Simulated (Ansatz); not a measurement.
# Ga under compression: one row to predict

The cell was found from a structure generator's guess, not taken from experiment.

All numbers below come from Ansatz 0.2.0, DFT PBE, scalar-relativistic, plane waves, PAW. Cutoff 420 eV, Γ-centred 22×22×20 mesh (1-atom cell), Gaussian smearing of 0.10 eV, no spin polarisation.

Space group P6/mmm (No. 191). a = 2.868 Å, b = 2.868 Å, c = 2.725 Å, α = 90.00°, β = 90.00°, γ = 120.00°
```json
{"atom": "Ga", "site": "1a", "symmetry": "6/mmm", "x": "0.0000", "y": "0.0000", "z": "0.0000"}
```

The cell was set to several volumes, with shape and atoms relaxed at each where symmetry leaves them free. Pressure is positive in compression, and energies count from the lowest row. No row has a gap on its mesh.

```
row  V (Å³/atom)  P (GPa)  ΔE (meV/atom)
  1       17.081     8.37           52.4
  2       17.664        ?              ?
  3       18.246     3.34           11.3
  4       18.828     1.50            2.6
  5       19.411    -0.01            0.0
  6       19.993    -1.22            2.3
  7       20.575    -2.28            8.7
  8       21.352    -3.46           22.7
```

Question: Find B = −V·ΔP/ΔV from rows 4 and 6 and from rows 1 and 3, and from the two its slope B′ and its value B0 at zero pressure.

Answer: Rows 4 and 6 give −(18.828 + 19.993)/2 × (-1.22 − (1.50))/(19.993 − 18.828) = 45.3 GPa at a mean pressure of 0.14 GPa. Rows 1 and 3 give −(17.081 + 18.246)/2 × (3.34 − (8.37))/(18.246 − 17.081) = 76.3 GPa at a mean pressure of 5.85 GPa. So B′ = (76.3 − 45.3)/(5.85 − (0.14)) = 5.43 and B0 = 45.3 − 5.43 × (0.14) = 44.5 GPa. A third-order Birch–Murnaghan fit to all the energies gives B0 = 45.8 GPa and B′ = 5.4.

Question: Estimate the pressure and energy of row 2.

Answer: From row 5, V0 = 19.411 × (1 + (-0.01)/44.5) = 19.407 Å³/atom. Murnaghan's form P = (B0/B′)·[(V0/V)^B′ − 1] gives (44.5/5.43) × [(19.407/17.664)^5.43 − 1] = 5.47 GPa; the computed pressure is 5.59 GPa, so the estimate is off by -0.12 GPa. The work of compression from row 3, with the mean of the two pressures, gives ΔE = 11.3 + (5.47 + 3.34)/2 × (18.246 − 17.664)/160.2 × 1000 = 27.3 meV/atom (1 eV/Å³ = 160.2 GPa); the computed value is 27.3 meV/atom.

All volumes keep the k mesh of the relaxed cell. Symmetry constrained the relaxation, so the result can be a saddle point.
